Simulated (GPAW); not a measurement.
Zr:

```
Zr
1.0
     3.23200    0.00000    0.00000
    -1.61600    2.79899    0.00000
     0.00000    0.00000    5.14700
Zr
2
Direct
  0.66667 0.33333 0.75000
  0.33333 0.66667 0.25000
```

* Program: GPAW 26.7.0
* Task: relaxation of cell and atoms
* Functional: PBEsol
* Dispersion: D4
* Potentials or basis: PAW data sets generated in the run's folder for this functional
* Cutoff: 600 eV
* Basis: pw
* k mesh: 8 × 8 × 5
* Occupations: fermi-dirac, width 0.05 eV
* Spin: no spin polarisation

At the start: pressure -4.3 GPa; volume 23.28 Å³/atom.

Where does the relaxation end?

Over 6 steps the energy falls by 14.5 meV/atom and the volume is 22.24 Å³/atom (-4.5 %); space group P6_3/mmc (No. 194, to 0.05 Å).

The path:
| step | energy change (eV) | largest force (eV/Å) | pressure (GPa) | volume (Å³) |
| --- | --- | --- | --- | --- |
| 1 | 0.0000 | 0.0000 | -4.26 | 46.56 |
| 2 | -0.0139 | 0.0000 | -3.08 | 45.95 |
| 3 | -0.0277 | 0.0000 | 0.15 | 44.42 |
| 4 | -0.0279 | 0.0000 | 0.06 | 44.46 |
| 5 | -0.0289 | 0.0000 | -0.15 | 44.53 |
| 6 | -0.0290 | 0.0000 | -0.07 | 44.48 |

Final structure:
```
Zr
1.0
     3.16770    0.00000    0.00000
    -1.58385    2.74331    0.00000
     0.00000    0.00000    5.11910
Zr
2
Direct
  0.66667 0.33333 0.75000
  0.33333 0.66667 0.25000
```

Caveat: later steps reuse the first step's grids; pairwise dispersion overbinds metals, which lowers pressure and volume.
